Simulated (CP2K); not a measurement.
MgSe:

```
Se Mg
1.0
     3.85444    0.00000    0.00000
     1.92722    3.33804    0.00000
     1.92722    1.11268    3.14714
Se Mg
1 1
Direct
  0.50000 0.50000 0.50000
  0.00000 0.00000 0.00000
```

Base run:

| Item | Value |
| --- | --- |
| Program | CP2K 2026.2 |
| Functional | PBEsol |
| Potentials or basis | POTENTIAL_UZH Se GTH-PBE-q6, Mg GTH-PBE-q10; TZVP-MOLOPT-PBE-GTH basis |
| Density cutoff | 19048 eV |
| k mesh | 8 × 8 × 8 |
| Occupations | gaussian, width 0.1 eV |
| Spin | no spin polarisation |

Its results: band gap on the k mesh 1.58 eV, indirect (least direct gap 2.37 eV); pressure 2.5 GPa.

The run is repeated on the same cell with these changes: functional from PBEsol to PBE; ngrids from 5 to 4. What comes out?

Band gap on the k mesh 1.70 eV, indirect (least direct gap 2.50 eV); pressure 3.9 GPa.

Caveats: the basis of atomic orbitals isn't converged, which shifts pressures, moduli and gaps; the potentials were made for another functional, which shifts forces and pressure (some runs).

A k mesh can miss the band edges.
